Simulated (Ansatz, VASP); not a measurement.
**NaH: VASP beside Ansatz**

POSCAR

```
NaH
1.0
    0.0000000000      2.4721089453      2.4721089453
    2.4721089453      0.0000000000      2.4721089453
    2.4721089453      2.4721089453      0.0000000000
Na H
1 1
Direct
    0.0000000000      0.0000000000      0.0000000000
    0.5000000000      0.5000000000      0.5000000000
```

File INCAR.step1:

```
SYSTEM = NaH
PREC     = Accurate       ! precision mode
ENCUT    = 520            ! plane-wave cutoff, eV
ISMEAR   = -1             ! smearing method
SIGMA    = 0.05           ! smearing width, eV
LREAL    = .FALSE.        ! projectors in reciprocal space
LASPH    = .TRUE.         ! aspherical terms in the spheres
NELM     = 80             ! most SCF steps
NBANDS   = 11             ! bands
GGA      = PE             ! functional
ALGO     = Normal         ! electronic algorithm
EDIFF    = 1E-4           ! SCF threshold, eV
LWAVE    = .TRUE.         ! write WAVECAR
LCHARG   = .FALSE.        ! write CHGCAR
```

INCAR.step2

```
SYSTEM = NaH
PREC     = Accurate       ! precision mode
ENCUT    = 520            ! plane-wave cutoff, eV
EDIFF    = 1E-6           ! SCF threshold, eV
ISMEAR   = -1             ! smearing method
SIGMA    = 0.05           ! smearing width, eV
LREAL    = .FALSE.        ! projectors in reciprocal space
LASPH    = .TRUE.         ! aspherical terms in the spheres
NELM     = 80             ! most SCF steps
ALGO     = Normal         ! electronic algorithm
ISIF     = 2              ! what is computed and relaxed
LWAVE    = .FALSE.        ! write WAVECAR
LCHARG   = .FALSE.        ! write CHGCAR
METAGGA  = R2SCAN         ! meta-GGA
LMIXTAU  = .TRUE.       
NBANDS   = 11             ! bands
ISTART   = 1
```

The input KPOINTS:

```
regular mesh
0
G
  9 9 9
  0 0 0
```

input.yaml

```yaml
crystal:
  lattice:
    - [0.0, 2.4721089453, 2.4721089453]
    - [2.4721089453, 0.0, 2.4721089453]
    - [2.4721089453, 2.4721089453, 0.0]
  atoms:
    - { symbol: Na, position: [0.0, 0.0, 0.0] }
    - { symbol: H, position: [0.5, 0.5, 0.5] }
hamiltonian:
  xc: r2scan
  pseudopotentials: { kind: paw }
kpoints:
  mp_grid: { grid: [9, 9, 9] }
scf:
  occupations: { method: fermi_dirac, width: 0.05 }
output:
  forces: true
  stress: true
  eigenvalues: true
  write_density: true
  write_potential: true
  elf: true
  volumetric_format: npy
```

Alike in both runs: task single point; functional r2SCAN; k mesh 9 × 9 × 9; occupations fermi-dirac, width 0.05 eV; no spin polarisation.

|  | VASP | Ansatz |
| --- | --- | --- |
| version | VASP 6.6.1 | Ansatz 0.2.0 |
| potentials or method | VASP PAW PBE potentials, release 64 (Na_pv, H) | Ansatz PAW |
| plane-wave cutoff (eV) | 520 | 500 |
| valence electrons in the cell | 8 | 10 |

```tsv
	VASP	Ansatz	Ansatz less VASP
gap on the k mesh at the Fermi level (eV)	4.53	4.53	-0.009
least direct gap on the mesh (eV)	5.19	5.20	+0.005
pressure (GPa)	-2.1	-1.9	+0.21
```

The functional is the same, so the differences come from potentials, cutoffs and numerics. The two sets of potentials don't hold the same shells in valence.

Caveats: the PAW data sets were made with another functional, which shifts forces and pressure a little (VASP); an odd mesh through Γ misses points on the zone boundary, where band edges often lie (VASP); odd divisions of the mesh miss points on the zone boundary, where band edges often lie, so the gap on the mesh can be too wide (Ansatz); the PAW data sets come from PBE, with cores solved anew for the run's functional, which leaves a small shift of forces and pressure (Ansatz). r2SCAN opens gaps a little over a GGA but as a rule still falls short of measured ones.
